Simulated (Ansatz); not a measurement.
Input and command of a plane-wave DFT calculation in Ansatz:

```yaml
crystal:
  lattice:
    - [3.1624395541, -3.1947110307, 0.0]
    - [3.1624395541, 3.1947110307, 0.0]
    - [0.0, 0.0, 3.7207461746]
  atoms:
    - { symbol: Nb, position: [0.5, 0.0, 0.0] }
    - { symbol: Nb, position: [0.0, 0.0, 0.5] }
    - { symbol: Nb, position: [0.0, 0.5, 0.0] }
    - { symbol: Sn, position: [0.5, 0.5, 0.5] }
basis:
  ecutwfc: 420
kpoints:
  mp_grid: { grid: [4, 4, 6] }
hamiltonian:
  xc: pbe
scf:
  occupations: { method: gaussian, width: 0.1 }
  lower_state_search: "off"
output:
  forces: true
  stress: true
  eigenvalues: true
```

```bash
ansatz run input.yaml --threads 1 --pin off --max-ram 2560MiB --backend cpu --events-out ev --progress --plain --runs-dir out
```

Processor: Arm Neoverse V1, 1 thread, on a host shared with other jobs.

Q: Estimate time, memory and problem size.

A: About 3.4 s on 1 thread of Arm Neoverse V1, on a shared host, peak memory 0.35 GiB. It solves 32 bands at 28 k points (the mesh reduced by the symmetry that the task leaves, which can be less than the crystal's) with about 1477 plane waves, in 6 SCF iterations.
